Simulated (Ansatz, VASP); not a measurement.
**One calculation of Ru, two programs**

```
Ru
1.0
     0.00000    1.88239    1.88239
     1.88239    0.00000    1.88239
     1.88239    1.88239    0.00000
Ru
1
Direct
  0.00000 0.00000 0.00000
```

Alike in both runs: functional PBEsol; k mesh 8 × 8 × 8; occupations gaussian, width 0.1 eV; no spin polarisation.

Ansatz relaxed the structure, and its values are those at the end. VASP's run is a single point on that final structure, the one shown.

```csv
,VASP,Ansatz
version,VASP 6.6.1,Ansatz 0.2.0
potentials or method,"VASP PAW PBE potentials, release 64 (Ru_pv)","scalar-relativistic, plane waves, PAW"
plane-wave cutoff (eV),520,420
valence electrons in the cell,14,16
```

Ansatz gave:

| Quantity | Value |
| --- | --- |
| gap on the k mesh at the Fermi level (eV) | none |
| pressure (GPa) | 0.0 |

Question: Which values does VASP return?

Answer: gap on the k mesh at the Fermi level (eV): none; pressure (GPa): -0.1.

A gap of «none» marks a metal or a gap that the smearing closes. The two sets of potentials don't hold the same shells in valence.

Caveats: the k mesh is coarse (spacing up to 0.36 Å⁻¹), so the values aren't converged; the PAW data sets were made with another functional, which shifts forces and pressure a little (VASP).
